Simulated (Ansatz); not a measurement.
Set up this calculation in Ansatz 0.2.0, as the native input.

```yaml
Task: single point
Functional: PBE
Potentials_or_basis: all-electron LAPW, scalar-relativistic
Cutoff: 249 eV (chosen from the basis error)
Basis_error_allowed: 0.001 eV/atom
k_mesh: 11 × 11 × 11
Occupations: gaussian, width 0.015 eV
Spin: no spin polarisation
```

Au:

```
Au
1.0
     0.00000    2.03500    2.03500
     2.03500    0.00000    2.03500
     2.03500    2.03500    0.00000
Au
1
Direct
  0.00000 0.00000 0.00000
```

These files were run (other wordings do the same):

input.yaml

```yaml
crystal:
  lattice:
    - [0.0, 2.035, 2.035]
    - [2.035, 0.0, 2.035]
    - [2.035, 2.035, 0.0]
  atoms:
    - { symbol: Au, position: [0.0, 0.0, 0.0] }
kpoints:
  mp_grid: { grid: [11, 11, 11] }
scf:
  occupations: { method: gaussian, width: 0.015 }
hamiltonian:
  xc: pbe
  pseudopotentials: { kind: all_electron, lapw: { basis_error: 0.001 } }
output:
  forces: true
  stress: true
  eigenvalues: true
```

Potentials or basis: all-electron LAPW, scalar-relativistic.

Command:

```console
$ ansatz run input.yaml --threads 1 --pin off --max-ram 3072MiB --backend cpu --events-out ev --progress --plain --runs-dir out
```

It gave:

```
Pressure               : 10.8 GPa
Band gap on the k mesh : none (metal or under the smearing width)
```

Run time: 7.5 s on 1 thread of Arm Neoverse V2, on a shared host, peak memory 0.27 GiB.
